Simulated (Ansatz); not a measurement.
# PbO (P4/nmm): other levels of theory at one geometry

An exercise on one series of results from a longer session: the logs are not shown, and one member is left open.

Method: DFT at several levels, plane waves, PAW, in Ansatz 0.2.0.

1 further run of the same task is left out (it didn't finish).

## The starting structure

It takes space group P4/nmm (No. 129, tetragonal). The conventional cell has a = 4.057 Å, b = 4.057 Å, c = 5.597 Å, α = 90.00°, β = 90.00°, γ = 90.00°. Pb (site symmetry 4mm) is surrounded by 4 O at 2.35 Å. O (site symmetry -4m2) has 4 Pb at 2.35 Å as nearest neighbours.

Coordinates:

```
Pb O
1.0
     4.05682    0.00000    0.00000
     0.00000    4.05682    0.00000
     0.00000    0.00000    5.59708
Pb O
2 2
Direct
  0.50000 0.00000 0.21262
  0.00000 0.50000 0.78738
  0.00000 0.00000 0.00000
  0.50000 0.50000 0.00000
```

An earlier run at PBE left this cell at 23.029 Å³/atom and 0.00 GPa (8×8×6 mesh), mesh gap 1.81 eV.

Levels to run: PBE+SOC; r²SCAN; PBEsol; LDA; HSE06. Hardware: 2 threads of Arm Neoverse V1, shared host.

Set-up of the first run:

input.yaml reads:

```yaml
crystal:
  lattice:
    - [4.0568204757, 0.0, 0.0]
    - [0.0, 4.0568204757, 0.0]
    - [0.0, 0.0, 5.597075029]
  atoms:
    - { symbol: Pb, position: [0.5, 0.0, 0.2126163549] }
    - { symbol: Pb, position: [0.0, 0.5, 0.7873836451] }
    - { symbol: O, position: [0.0, 0.0, 0.0] }
    - { symbol: O, position: [0.5, 0.5, 0.0] }
basis:
  ecutwfc: 420
  ecutrho_ratio: 4
kpoints:
  mp_grid: { grid: [8, 8, 6] }
hamiltonian:
  xc: pbe
scf:
  occupations: { method: gaussian, width: 0.05 }
output:
  forces: true
  stress: true
  eigenvalues: true
  populations: true
  dos: { projected: true, de: 0.02 }
  write_density: true
  write_potential: true
  elf: true
  volumetric_format: npy
magnetization:
  noncollinear: true
  spin_orbit: true
```

Started as:

```bash
ansatz run input.yaml --threads 2 --pin off --max-ram 2662MiB --backend cpu --events-out ev --progress --plain --runs-dir out
```

Among the steps run: PBE+SOC; r²SCAN; PBEsol; LDA; HSE06.

One table of the session follows, with a row left open; its other results are not shown here.

| level | gap on the mesh (eV) | pressure (GPa) |
| --- | --- | --- |
| PBE | 1.81 | 0.0 |
| LDA | ? | ? |
| PBEsol | 1.73 | -3.1 |
| PBE+SOC | 1.72 | -0.1 |
| r²SCAN | 2.13 | -2.9 |
| HSE06 | 2.58 | -3.2 |

Q: Estimate the row for LDA from the others.

As computed: gap on the mesh (eV): 1.67; pressure (GPa): -5.3. In the column «gap on the mesh (eV)» it is the lowest.

The pressure runs from -5.3 GPa (LDA) to 0.0 GPa (PBE); a negative pressure means that level wants a smaller cell, a positive one a larger cell. The gap is widest with HSE06 (2.58 eV) and narrowest with LDA (1.67 eV). Total energies of different levels have different zeros and can't be compared.

Limits of these values: Warnings in the runs' records: stress scf threshold loose, stress exchange threshold loose.
